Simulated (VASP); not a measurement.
# CaF2 (Fluorite) (Fm-3m) in VASP: notebook

The runs below take CaF2 (Fluorite) through relaxation of cell and atoms, with PBEsol, PBE.

Program: VASP 6.6.1. These are calculated values, not measurements. Logs are shortened: lines on timing, memory, paths and dates and some standing lists are left out, and cuts for length are marked.

**1. Starting point**

Symmetry: Fm-3m, No. 225, cubic system. Conventional cell: a = 5.462 Å, b = 5.462 Å, c = 5.462 Å, α = 90.00°, β = 90.00°, γ = 90.00°. Ca (site symmetry m-3m) has 8 F at 2.37 Å as nearest neighbours. F (site symmetry -43m) has 4 Ca at 2.37 Å as nearest neighbours.

**2. Relaxation of cell and atoms, PBEsol**

INCAR

```
SYSTEM = CaF2
PREC = Accurate
ENCUT = 600
EDIFF = 1E-6
ISMEAR = 0
SIGMA = 0.03
LREAL = .False.
LASPH = .True.
NELM = 80
ALGO = Normal
ISIF = 3
LWAVE = .False.
LCHARG = .False.
GGA = PS
IBRION = 2
NSW = 90
EDIFFG = -0.01
```

KPOINTS

```
regular mesh
0
Gamma
  8 8 8
  0 0 0
```

POSCAR

```
CaF2
1.0
    0.0000000000      2.7310000000      2.7310000000
    2.7310000000      0.0000000000      2.7310000000
    2.7310000000      2.7310000000      0.0000000000
Ca F
1 2
Direct
    0.0000000000      0.0000000000      0.0000000000
    0.2500000000      0.2500000000      0.2500000000
    0.7500000000      0.7500000000      0.7500000000
```

Potentials or basis: VASP PAW PBE potentials, release 64 (Ca_sv, F).

Started as:

```console
$ cat potpaw_PBE.64/Ca_sv/POTCAR potpaw_PBE.64/F/POTCAR > POTCAR
$ mpirun -np 1 vasp_std > vasp.out
```

OUTCAR:

```text
SYSTEM = CaF2
   PREC = Accurate
   ENCUT = 600
   EDIFF = 1E-6
   ISMEAR = 0
   LREAL = .False.
   LASPH = .True.
   NELM = 80
   ISIF = 3
   GGA = PS
   IBRION = 2
   NSW = 90
   EDIFFG = -0.01

 ion  position               nearest neighbor table
   1  0.000  0.000  0.000-   3 2.37   3 2.37   3 2.37   2 2.37   3 2.37   2 2.37   2 2.37   2 2.37

   2  0.250  0.250  0.250-   1 2.37   1 2.37   1 2.37   1 2.37
   3  0.750  0.750  0.750-   1 2.37   1 2.37   1 2.37   1 2.37

  LATTYP: Found a face centered cubic cell.
 ALAT       =     5.4620000000

  Lattice vectors:

 A1 = (   0.0000000000,   2.7310000000,   2.7310000000)
 A2 = (   2.7310000000,   0.0000000000,   2.7310000000)
 A3 = (   2.7310000000,   2.7310000000,   0.0000000000)

Analysis of symmetry for initial positions (statically):
=====================================================================
 Subroutine PRICEL returns:
 Original cell was already a primitive cell.

 Routine SETGRP: Setting up the symmetry group for a
 face centered cubic supercell.

 Subroutine GETGRP returns: Found 48 space group operations
 (whereof 48 operations were pure point group operations)
 out of a pool of 48 trial point group operations.

The static configuration has the point symmetry O_h .

Analysis of symmetry for dynamics (positions and initial velocities):
=====================================================================
 Subroutine PRICEL returns:
 Original cell was already a primitive cell.

 Routine SETGRP: Setting up the symmetry group for a
 face centered cubic supercell.

 Subroutine GETGRP returns: Found 48 space group operations
 (whereof 48 operations were pure point group operations)
 out of a pool of 48 trial point group operations.

The dynamic configuration has the point symmetry O_h .

 Subroutine INISYM returns: Found 48 space group operations
 (whereof 48 operations are pure point group operations),
 and found     1 'primitive' translations

----------------------------------------------------------------------------------------

                                     Primitive cell

  volume of cell :      40.7376

  direct lattice vectors                    reciprocal lattice vectors
     0.000000000  2.731000000  2.731000000    -0.183083120  0.183083120  0.183083120
     2.731000000  0.000000000  2.731000000     0.183083120 -0.183083120  0.183083120
     2.731000000  2.731000000  0.000000000     0.183083120  0.183083120 -0.183083120

  length of vectors
     3.862217239  3.862217239  3.862217239     0.317109265  0.317109265  0.317109265

  position of ions in fractional coordinates (direct lattice)
     0.000000000  0.000000000  0.000000000
     0.250000000  0.250000000  0.250000000
     0.750000000  0.750000000  0.750000000

  ion indices of the primitive-cell ions
   primitive index   ion index
                 1           1
                 2           2
                 3           3

----------------------------------------------------------------------------------------

 KPOINTS: regular mesh

Automatic generation of k-mesh.
 Grid dimensions read from file:
 generate k-points for:    8    8    8

 Generating k-lattice:

  Cartesian coordinates                     Fractional coordinates (reciprocal lattice)
    -0.022885390  0.022885390  0.022885390     0.125000000  0.000000000  0.000000000
     0.022885390 -0.022885390  0.022885390     0.000000000  0.125000000  0.000000000
     0.022885390  0.022885390 -0.022885390     0.000000000  0.000000000  0.125000000

  Length of vectors
     0.039638658  0.039638658  0.039638658

  Shift w.r.t. Gamma in fractional coordinates (k-lattice)
     0.000000000  0.000000000  0.000000000

 Subroutine IBZKPT returns following result:
 ===========================================

 Found     29 irreducible k-points:

 Following reciprocal coordinates:
            Coordinates               Weight
  0.000000  0.000000  0.000000      1.000000
  0.125000  0.000000  0.000000      8.000000
  0.250000  0.000000  0.000000      8.000000
  0.375000  0.000000  0.000000      8.000000
  0.500000  0.000000  0.000000      4.000000
  0.125000  0.125000  0.000000      6.000000
[... 16 lines left out ...]
  0.500000  0.250000  0.125000     48.000000
 -0.375000  0.250000  0.125000     24.000000
 [... further k-points ...]
   k-points           NKPTS =     29   k-points in BZ     NKDIM =     29   number of bands    NBANDS=     16
   number of dos      NEDOS =    301   number of ions     NIONS =      3
   total plane-waves  NPLWV =  32768
   dimension x,y,z NGX =    32 NGY =   32 NGZ =   32
   dimension x,y,z NGXF=    64 NGYF=   64 NGZF=   64
   ions per type =               1   2
   NGX,Y,Z   is equivalent  to a cutoff of  13.77, 13.77, 13.77 a.u.
   NGXF,Y,Z  is equivalent  to a cutoff of  27.55, 27.55, 27.55 a.u.
 SYSTEM =  CaF2
   PREC   = accura    normal or accurate (medium, high low for compatibility)
   ISTART =      0    job   : 0-new  1-cont  2-samecut
   ICHARG =      2    charge: 1-file 2-atom 10-const
   ISPIN  =      1    spin polarized calculation?
   LNONCOLLINEAR =      F non collinear calculations
   LSORBIT =      F    spin-orbit coupling
   LASPH  =      T    aspherical Exc in radial PAW
   ENCUT  =  600.0 eV  44.10 Ry    6.64 a.u.   7.71  7.71  7.71*2*pi/ulx,y,z
   NELM   =     80;   NELMIN=  2; NELMDL= -5     # of ELM steps
   EDIFF  = 0.1E-05   stopping-criterion for ELM
   LREAL  =      F    real-space projection
   EDIFFG = -.1E-01   stopping-criterion for IOM
   NSW    =     90    number of steps for IOM
   IBRION =      2    ionic relax: 0-MD 1-quasi-New 2-CG
   NFREE  =      1    steps in history (QN), initial steepest desc. (CG)
   ISIF   =      3    stress and relaxation
   ISYM   =      2    0-nonsym 1-usesym 2-fastsym
   POTIM  = 0.5000    time-step for ionic-motion
   TEBEG  =    0.0;   TEEND  =   0.0 temperature during run
   PSTRESS=    0.0 pullay stress
   NELECT =      24.0000    total number of electrons
   NUPDOWN=      -1.0000    fix difference up-down
   EMIN   =  10.00;   EMAX   =-10.00  energy-range for DOS
   EFERMI =   0.00;   METHOD = LEGACY
   ISMEAR =     0;   SIGMA  =   0.03  broadening in eV -4-tet -1-fermi 0-gaus
   EFERMI_NEDOS =   21; number of points for ismear=-14 and -15
   IALGO  =     38    algorithm
   IMIX   =      4    mixing-type and parameters
     AMIX     =   0.40;   BMIX     =  1.00
     AMIX_MAG =   1.60;   BMIX_MAG =  1.00
  volume/ion in A,a.u.               =      13.58        91.64
  Fermi-wavevector in a.u.,A,eV,Ry     =   1.372398  2.593457 25.626266  1.883477
  Thomas-Fermi vector in A             =   2.498009
   LORBIT       =      0    0 simple, 1 ext, 2 COOP (PROOUT), +10 PAW based schemes
   GGA     = PS    functional components
   LHFCALC =     F    Hartree Fock is set to
   AEXX    =    0.0000 exact exchange contribution
   IVDW    =     0    specifies the selected vdW correction
   LEPSILON=     F    determine dielectric tensor
   LRPA    =     F    only Hartree local field effects (RPA)
 conjugate gradient relaxation of ions
 non-spin polarized calculation
 Gauss-broadening in eV      SIGMA  =   0.03
  energy-cutoff  :      600.00
  volume of cell :       40.74
 maximum number of plane-waves:      1380
   NGX = 15   NGY = 15   NGZ = 15

--------------------------------------- Ionic step        1  -------------------------------------------

 number of electron      23.9999989 magnetization

 Free energy of the ion-electron system (eV)
  ---------------------------------------------------
  ext. energy  EPLUGINS =         0.00000000
  ---------------------------------------------------
  free energy    TOTEN  =       -17.90250683 eV

  energy without entropy =      -17.90250683  energy(sigma->0) =      -17.90250683

 E-fermi :  -0.9173     XC(G=0):  -9.8972

 val. band max:       -1.0855183580   @ k =   0.5000   0.5000   0.0000
 cond. band min:       6.0091032785   @ k =   0.0000   0.0000   0.0000
 fundamental gap:      7.0946216365
 Fermi energy:        -0.9173301471

 k-point     1 :       0.0000    0.0000    0.0000
  band No.  band energies     occupation
      1     -36.8953      2.00000
      2     -20.9080      2.00000
      3     -20.1183      2.00000
      4     -17.9198      2.00000
      5     -17.9198      2.00000
      6     -17.9198      2.00000
[... 8 lines left out ...]
     15       8.0374      0.00000
     16      10.1399      0.00000
[... 419 lines left out ...]
 k-point    24 :      -0.3750    0.2500    0.1250
  band No.  band energies     occupation
      1     -36.8546      2.00000
      2     -20.9661      2.00000
      3     -20.7333      2.00000
      4     -17.9895      2.00000
      5     -17.7593      2.00000
      6     -17.5003      2.00000
[... 8 lines left out ...]
     15       8.7270      0.00000
     16       9.1849      0.00000

 [... further k-points ...]

------------------------ aborting loop because EDIFF is reached ----------------------------------------

  FORCE on cell =-STRESS in cart. coord.  units (eV):
  Direction    XX          YY          ZZ          XY          YZ          ZX
  --------------------------------------------------------------------------------------
  -------------------------------------------------------------------------------------
  Total       -0.4254481     -0.4254481     -0.4254481     -0.0000000      0.0000000      0.0000000
  in kB      -16.7325472    -16.7325472    -16.7325472     -0.0000000      0.0000000      0.0000000
  external PRESSURE =     -16.7325472 kB  Pullay stress =       0.0000000 kB

 VOLUME and BASIS-vectors are now :
 -----------------------------------------------------------------------------
  energy-cutoff  :      600.00
  volume of cell :       40.74
      direct lattice vectors                 reciprocal lattice vectors
     0.000000000  2.731000000  2.731000000    -0.183083120  0.183083120  0.183083120
     2.731000000  0.000000000  2.731000000     0.183083120 -0.183083120  0.183083120
     2.731000000  2.731000000  0.000000000     0.183083120  0.183083120 -0.183083120

 POSITION                                       TOTAL-FORCE (eV/Angst)
 -----------------------------------------------------------------------------------
      0.00000      0.00000      0.00000        -0.000000      0.000000      0.000000
      1.36550      1.36550      1.36550         0.000000      0.000000      0.000000
      4.09650      4.09650      4.09650         0.000000     -0.000000     -0.000000
 -----------------------------------------------------------------------------------
    total drift:                                0.000000     -0.000000      0.000000

  FREE ENERGIE OF THE ION-ELECTRON SYSTEM (eV)
  ---------------------------------------------------
  free  energy   TOTEN  =       -17.9025068335 eV

  energy  without entropy=      -17.9025068335  energy(sigma->0) =      -17.90250683

--------------------------------------- Ionic step        2  -------------------------------------------

 number of electron      23.9999987 magnetization

 Free energy of the ion-electron system (eV)
  ---------------------------------------------------
  ext. energy  EPLUGINS =         0.00000000
  ---------------------------------------------------
  free energy    TOTEN  =       -17.90698348 eV

  energy without entropy =      -17.90698348  energy(sigma->0) =      -17.90698348

 E-fermi :  -0.8324     XC(G=0): -10.0041

 val. band max:       -0.9750570615   @ k =   0.5000   0.5000   0.0000
 cond. band min:       6.2378121224   @ k =   0.0000   0.0000   0.0000
 fundamental gap:      7.2128691839
 Fermi energy:        -0.8324008019

 k-point     1 :       0.0000    0.0000    0.0000
  band No.  band energies     occupation
      1     -36.6876      2.00000
      2     -20.8488      2.00000
      3     -20.0266      2.00000
      4     -17.7121      2.00000
      5     -17.7121      2.00000
      6     -17.7121      2.00000
[... 8 lines left out ...]
     15       8.2244      0.00000
     16      10.4128      0.00000
[... 419 lines left out ...]
 k-point    24 :      -0.3750    0.2500    0.1250
  band No.  band energies     occupation
      1     -36.6418      2.00000
      2     -20.9120      2.00000
      3     -20.6698      2.00000
      4     -17.7885      2.00000
      5     -17.5469      2.00000
      6     -17.2768      2.00000
[... 8 lines left out ...]
     15       8.9664      0.00000
     16       9.4282      0.00000

 [... further k-points ...]

------------------------ aborting loop because EDIFF is reached ----------------------------------------

  FORCE on cell =-STRESS in cart. coord.  units (eV):
  Direction    XX          YY          ZZ          XY          YZ          ZX
  --------------------------------------------------------------------------------------
  -------------------------------------------------------------------------------------
  Total        0.0004001      0.0004001      0.0004001      0.0000000      0.0000000     -0.0000000
  in kB        0.0160635      0.0160635      0.0160635      0.0000000      0.0000000     -0.0000000
  external PRESSURE =       0.0160635 kB  Pullay stress =       0.0000000 kB

 VOLUME and BASIS-vectors are now :
 -----------------------------------------------------------------------------
  energy-cutoff  :      600.00
  volume of cell :       39.91
      direct lattice vectors                 reciprocal lattice vectors
    -0.000000000  2.712315641  2.712315641    -0.184344326  0.184344326  0.184344326
     2.712315641  0.000000000  2.712315641     0.184344326 -0.184344326  0.184344326
     2.712315641  2.712315641  0.000000000     0.184344326  0.184344326 -0.184344326

 POSITION                                       TOTAL-FORCE (eV/Angst)
 -----------------------------------------------------------------------------------
      5.42463      2.71232      2.71232         0.000000     -0.000000     -0.000000
      1.35616      1.35616      1.35616         0.000000      0.000000      0.000000
      4.06847      4.06847      4.06847        -0.000000     -0.000000      0.000000
 -----------------------------------------------------------------------------------
    total drift:                                0.000000     -0.000000      0.000000

  FREE ENERGIE OF THE ION-ELECTRON SYSTEM (eV)
  ---------------------------------------------------
  free  energy   TOTEN  =       -17.9069834807 eV

  energy  without entropy=      -17.9069834807  energy(sigma->0) =      -17.90698348

 reached required accuracy - stopping structural energy minimisation
```

Wall time 44 s (1 thread of Intel Xeon Platinum 8259CL at 2.50GHz (Skylake/Cascade Lake), shared host); peak memory 0.19 GiB.

What came out:

* Free energy: -17.9070 eV
* Relaxed volume: 13.30 Å³/atom
* Relaxed cell: a = 3.836 Å, b = 3.836 Å, c = 3.836 Å, α = 60.00°, β = 60.00°, γ = 60.00°
* Space group after relaxing (to 0.05 Å): Fm-3m (No. 225)
* Energy gained by relaxing: 1.5 meV/atom
* Ionic steps: 2
* Pressure after relaxing: 0.0 GPa
* Band gap on the k mesh: 7.21 eV, indirect (least direct gap 7.47 eV)

The path:
```csv
step,energy change (eV),largest force (eV/Å),pressure (GPa),volume (Å³)
1,0.0000,0.0000,-1.67,40.74
2,-0.0045,0.0000,0.00,39.91
```

Final structure:
```
CELL_PARAMETERS angstrom
0.00000 2.71232 2.71232
2.71232 0.00000 2.71232
2.71232 2.71232 0.00000
ATOMIC_POSITIONS crystal
Ca 0.00000 0.00000 0.00000
F 0.25000 0.25000 0.25000
F 0.75000 0.75000 0.75000
```

Caveat: the PAW data sets were made with another functional, which shifts forces and pressure a little. A k mesh can miss the band edges.

(Continued in part 2 of 2.)
